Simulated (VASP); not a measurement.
A calculation with VASP 6.6.1 of Ir (native input, structure from a POSCAR):

File INCAR:

```
SYSTEM = Ir
ALGO = Normal
EDIFF = 1E-6
ENCUT = 520
GGA = PE
ISIF = 2
ISMEAR = 0
LASPH = .True.
LCHARG = .False.
LREAL = .False.
LWAVE = .False.
NELM = 80
PREC = Accurate
SIGMA = 0.05
```

File KPOINTS:

```
k-points
0
Gamma
  12 12 12
  0 0 0
```

File POSCAR:

```
Ir
1.0
    0.0000000000      1.9156000000      1.9156000000
    1.9156000000      0.0000000000      1.9156000000
    1.9156000000      1.9156000000      0.0000000000
Ir
1
Cartesian
    0.0000000000      0.0000000000      0.0000000000
```

Potentials or basis: VASP PAW PBE potentials, release 64 (Ir).

Run with:

```console
$ cat potpaw_PBE.64/Ir/POTCAR > POTCAR
$ mpirun -np 1 vasp_std > vasp.out
```

Question: Write the same calculation in another form: ASE script, structure typed inline.

Answer: As run:

File run.py:

```python
from ase import Atoms
from ase.calculators.vasp import Vasp
from ase.dft.bandgap import bandgap

atoms = Atoms(
    ['Ir'],
    cell=[[0.0, 1.9156, 1.9156], [1.9156, 0.0, 1.9156], [1.9156, 1.9156, 0.0]],
    scaled_positions=[[0.0, 0.0, 0.0]],
    pbc=True,
)
calc = Vasp(
    directory='calc',
    xc='pbe',
    pp='PBE',
    setups='materialsproject',
    prec='Accurate',
    encut=520,
    ediff=1e-06,
    ismear=0,
    sigma=0.05,
    lreal=False,
    lasph=True,
    nelm=100,
    algo='Normal',
    isif=2,
    lwave=False,
    lcharg=True,
    lelf=True,
    lvhar=True,
    kpts=[12, 12, 12],
    gamma=True,
)
atoms.calc = calc

print('energy (eV):', atoms.get_potential_energy())
print('free energy (eV):', atoms.get_potential_energy(force_consistent=True))
print('forces (eV/A):')
print(atoms.get_forces())
print('stress (eV/A^3, Voigt):', atoms.get_stress())
print('Fermi level (eV):', calc.get_fermi_level())
gap, top, bottom = bandgap(calc)
print('band gap (eV):', gap, 'from (spin, k, band)', top, 'to', bottom)
```

Potentials or basis: VASP PAW PBE potentials, release 64 (Ir).

Command:

```sh
$ python run.py
```

Both were run:

|  | native input, structure from a POSCAR | ASE script, structure typed inline |
| --- | --- | --- |
| Pressure | 11.8 GPa | 11.8 GPa |
| Band gap on the k mesh | none (metal or under the smearing width) | none (metal or under the smearing width) |

Keys that steer only the numerical path or the files written may differ.
